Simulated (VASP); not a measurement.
# RbCl (Fm-3m) in VASP: atomic charges with PBEsol+D4

Aim: the atomic charges of RbCl with PBEsol+D4.

Everything below comes from runs of VASP 6.6.1. Logs are shortened: lines on timing, memory, paths and dates and some standing lists are left out, and cuts for length are marked.

## Step 1: Starting point

Symmetry: Fm-3m, No. 225, cubic system. Conventional cell: a = 6.548 Å, b = 6.548 Å, c = 6.548 Å, α = 90.00°, β = 90.00°, γ = 90.00°. Rb (site symmetry m-3m) has 6 Cl at 3.27 Å as nearest neighbours. Around Cl (site symmetry m-3m) lie 6 Rb at 3.27 Å.

## Step 2: Atomic charges, PBEsol+D4, spin-orbit coupling, no magnetisation

INCAR

```
SYSTEM = RbCl
PREC = Accurate
ENCUT = 520
EDIFF = 1E-6
ISMEAR = 0
SIGMA = 0.01
LREAL = .False.
LASPH = .True.
NELM = 100
ALGO = Normal
ISIF = 2
LWAVE = .False.
LCHARG = .True.
LNONCOLLINEAR = .True.
MAGMOM = 0 0 0 0 0 0
LORBIT = 11
LSORBIT = .True.
GGA_COMPAT = .False.
GGA = PS
IVDW = 13
LVHAR = .True.
```

KPOINTS

```
Automatic mesh
0
Gamma
  5 5 5
  0 0 0
```

POSCAR

```
RbCl
4.6301
    0.000000000000      0.707112157405      0.707112157405
    0.707112157405      0.000000000000      0.707112157405
    0.707112157405      0.707112157405      0.000000000000
Rb Cl
1 1
Direct
    0.0000000000      0.0000000000      0.0000000000
    0.5000000000      0.5000000000      0.5000000000
```

Potentials or basis: VASP PAW PBE potentials, release 64 (Rb_sv, Cl).

On the command line:

```bash
> cat potpaw_PBE.64/Rb_sv/POTCAR potpaw_PBE.64/Cl/POTCAR > POTCAR
> mpirun -np 1 vasp_ncl > vasp.out
```

OUTCAR:

```text
SYSTEM = RbCl
   PREC = Accurate
   ENCUT = 520
   EDIFF = 1E-6
   ISMEAR = 0
   LREAL = .False.
   LASPH = .True.
   NELM = 100
   ISIF = 2
   LNONCOLLINEAR = .True.
   LORBIT = 11
   LSORBIT = .True.
   GGA = PS
   IVDW = 13

 ion  position               nearest neighbor table
   1  0.000  0.000  0.000-   2 3.27   2 3.27   2 3.27   2 3.27   2 3.27   2 3.27
   2  0.500  0.500  0.500-   1 3.27   1 3.27   1 3.27   1 3.27   1 3.27   1 3.27

  LATTYP: Found a face centered cubic cell.
 ALAT       =     6.5480000000

  Lattice vectors:

 A1 = (   0.0000000000,   3.2740000000,   3.2740000000)
 A2 = (   3.2740000000,   0.0000000000,   3.2740000000)
 A3 = (   3.2740000000,   3.2740000000,   0.0000000000)

Analysis of symmetry for initial positions (statically):
=====================================================================
 Subroutine PRICEL returns:
 Original cell was already a primitive cell.

 Routine SETGRP: Setting up the symmetry group for a
 face centered cubic supercell.

 Subroutine GETGRP returns: Found 48 space group operations
 (whereof 48 operations were pure point group operations)
 out of a pool of 48 trial point group operations.

The static configuration has the point symmetry O_h .

Analysis of symmetry for dynamics (positions and initial velocities):
=====================================================================
 Subroutine PRICEL returns:
 Original cell was already a primitive cell.

 Routine SETGRP: Setting up the symmetry group for a
 face centered cubic supercell.

 Subroutine GETGRP returns: Found 48 space group operations
 (whereof 48 operations were pure point group operations)
 out of a pool of 48 trial point group operations.

The dynamic configuration has the point symmetry O_h .

Analysis of structural, dynamic, and magnetic symmetry:
=====================================================================
 Subroutine PRICEL returns:
 Original cell was already a primitive cell.

 Routine SETGRP: Setting up the symmetry group for a
 face centered cubic supercell.

 Subroutine GETGRP returns: Found 48 space group operations
 (whereof 48 operations were pure point group operations)
 out of a pool of 48 trial point group operations.

The overall configuration has the point symmetry O_h .

 Subroutine INISYM returns: Found 48 space group operations
 (whereof 48 operations are pure point group operations),
[... 424 lines left out ...]
  in kB      -3.41684    -3.41684    -3.41684    -0.00000    -0.00000     0.00000
  external pressure =       -3.42 kB  Pullay stress =        0.00 kB

 VOLUME and BASIS-vectors are now :
 -----------------------------------------------------------------------------
  energy-cutoff  :      520.00
  volume of cell :       70.19
      direct lattice vectors                 reciprocal lattice vectors
     0.000000000  3.274000000  3.274000000    -0.152718387  0.152718387  0.152718387
     3.274000000  0.000000000  3.274000000     0.152718387 -0.152718387  0.152718387
     3.274000000  3.274000000  0.000000000     0.152718387  0.152718387 -0.152718387

 POSITION                                       TOTAL-FORCE (eV/Angst)
 -----------------------------------------------------------------------------------
      0.00000      0.00000      0.00000         0.000000     -0.000000     -0.000000
      3.27400      3.27400      3.27400        -0.000000      0.000000      0.000000
 -----------------------------------------------------------------------------------
    total drift:                                0.000000      0.000000      0.000000

  FREE ENERGIE OF THE ION-ELECTRON SYSTEM (eV)
  ---------------------------------------------------
  free  energy   TOTEN  =        -7.0541392430 eV

  energy  without entropy=       -7.0541392430  energy(sigma->0) =       -7.05413924

 Spin-Orbit-Coupling matrix elements

 Ion:    1  E_soc:     -0.0526400
 l=   1
     0.0000000    -0.0087699    -0.0087699
    -0.0087699     0.0000000    -0.0087699
    -0.0087699    -0.0087699     0.0000000
 l=   2
     0.0000000     0.0000002     0.0000000     0.0000002    -0.0000036
     0.0000002     0.0000000    -0.0000027     0.0000002    -0.0000009
     0.0000000    -0.0000027     0.0000000    -0.0000027     0.0000000
     0.0000002     0.0000002    -0.0000027     0.0000000    -0.0000009
    -0.0000036    -0.0000009     0.0000000    -0.0000009     0.0000000
 l=   3
     0.0000000     0.0000000     0.0000000     0.0000000     0.0000000     0.0000000     0.0000000
     0.0000000     0.0000000     0.0000000     0.0000000     0.0000000     0.0000000     0.0000000
     0.0000000     0.0000000     0.0000000     0.0000000     0.0000000     0.0000000     0.0000000
     0.0000000     0.0000000     0.0000000     0.0000000     0.0000000     0.0000000     0.0000000
     0.0000000     0.0000000     0.0000000     0.0000000     0.0000000     0.0000000     0.0000000
     0.0000000     0.0000000     0.0000000     0.0000000     0.0000000     0.0000000     0.0000000
     0.0000000     0.0000000     0.0000000     0.0000000     0.0000000     0.0000000     0.0000000

 Ion:    2  E_soc:     -0.0030288
 l=   1
     0.0000000    -0.0005048    -0.0005048
    -0.0005048     0.0000000    -0.0005048
    -0.0005048    -0.0005048     0.0000000
 l=   2
     0.0000000     0.0000000     0.0000000     0.0000000     0.0000000
     0.0000000     0.0000000     0.0000000     0.0000000     0.0000000
     0.0000000     0.0000000     0.0000000     0.0000000     0.0000000
     0.0000000     0.0000000     0.0000000     0.0000000     0.0000000
     0.0000000     0.0000000     0.0000000     0.0000000     0.0000000
 l=   3
     0.0000000     0.0000000     0.0000000     0.0000000     0.0000000     0.0000000     0.0000000
     0.0000000     0.0000000     0.0000000     0.0000000     0.0000000     0.0000000     0.0000000
     0.0000000     0.0000000     0.0000000     0.0000000     0.0000000     0.0000000     0.0000000
     0.0000000     0.0000000     0.0000000     0.0000000     0.0000000     0.0000000     0.0000000
     0.0000000     0.0000000     0.0000000     0.0000000     0.0000000     0.0000000     0.0000000
     0.0000000     0.0000000     0.0000000     0.0000000     0.0000000     0.0000000     0.0000000
     0.0000000     0.0000000     0.0000000     0.0000000     0.0000000     0.0000000     0.0000000

 total charge

# of ion       s       p       d       tot
------------------------------------------
    1        1.938   5.353   0.024   7.314
    2        1.579   3.537   0.000   5.116
--------------------------------------------------
tot          3.517   8.890   0.024  12.430

 magnetization (x)

# of ion       s       p       d       tot
------------------------------------------
    1        0.000   0.000   0.000   0.000
    2        0.000   0.000   0.000   0.000
--------------------------------------------------
tot          0.000   0.000   0.000   0.000

 magnetization (y)

# of ion       s       p       d       tot
------------------------------------------
    1        0.000   0.000   0.000   0.000
    2        0.000   0.000   0.000   0.000
--------------------------------------------------
tot          0.000   0.000   0.000   0.000

 magnetization (z)

# of ion       s       p       d       tot
------------------------------------------
    1        0.000   0.000   0.000   0.000
    2        0.000   0.000   0.000   0.000
--------------------------------------------------
tot          0.000   0.000   0.000   0.000
```

OSZICAR:

```text
N       E                     dE             d eps       ncg     rms          rms(c)
DAV:   1     0.989508080474E+02    0.98951E+02   -0.69324E+03   480   0.115E+03
DAV:   2     0.294839129137E+00   -0.98656E+02   -0.94645E+02   696   0.218E+02
DAV:   3    -0.708068050460E+01   -0.73755E+01   -0.73451E+01   728   0.618E+01
DAV:   4    -0.722535961266E+01   -0.14468E+00   -0.14458E+00   712   0.840E+00
DAV:   5    -0.722843972760E+01   -0.30801E-02   -0.30800E-02   664   0.101E+00    0.352E+00
DAV:   6    -0.692664681972E+01    0.30179E+00   -0.54093E-01   552   0.408E+00    0.264E+00
DAV:   7    -0.690791892440E+01    0.18728E-01   -0.13998E-01   592   0.215E+00    0.163E+00
DAV:   8    -0.691552316234E+01   -0.76042E-02   -0.15569E-02   720   0.692E-01    0.887E-01
DAV:   9    -0.692097043382E+01   -0.54473E-02   -0.40295E-03   528   0.530E-01    0.135E-01
DAV:  10    -0.692204633643E+01   -0.10759E-02   -0.11198E-03   584   0.209E-01    0.730E-02
DAV:  11    -0.692235682814E+01   -0.31049E-03   -0.27884E-04   536   0.126E-01    0.144E-02
DAV:  12    -0.692236643349E+01   -0.96054E-05   -0.92355E-06   688   0.214E-02    0.691E-03
DAV:  13    -0.692237269509E+01   -0.62616E-05   -0.54746E-06   544   0.160E-02    0.387E-03
DAV:  14    -0.692237379023E+01   -0.10951E-05   -0.15713E-06   472   0.859E-03    0.149E-03
DAV:  15    -0.692237379257E+01   -0.23390E-08   -0.75710E-08   440   0.221E-03
   1 F= -.70541392E+01 E0= -.70541392E+01  d E =-.472827E-48  mag=     0.0000    -0.0000    -0.0000
```

Run time: 2.2 min. Hardware: 1 thread of Intel Xeon Platinum 8175M at 2.50GHz (Skylake/Cascade Lake), shared host; peak memory 0.38 GiB.

What came out:

```yaml
Free_energy: -7.0541 eV
Pressure: -0.3 GPa
Valence_electrons_inside_the_program's_atomic_spheres: Rb 7.31; Cl 5.12
Dispersion_energy_per_atom: -0.066 eV
```

Caveat: the PAW data sets were made with another functional, which shifts forces and pressure a little.
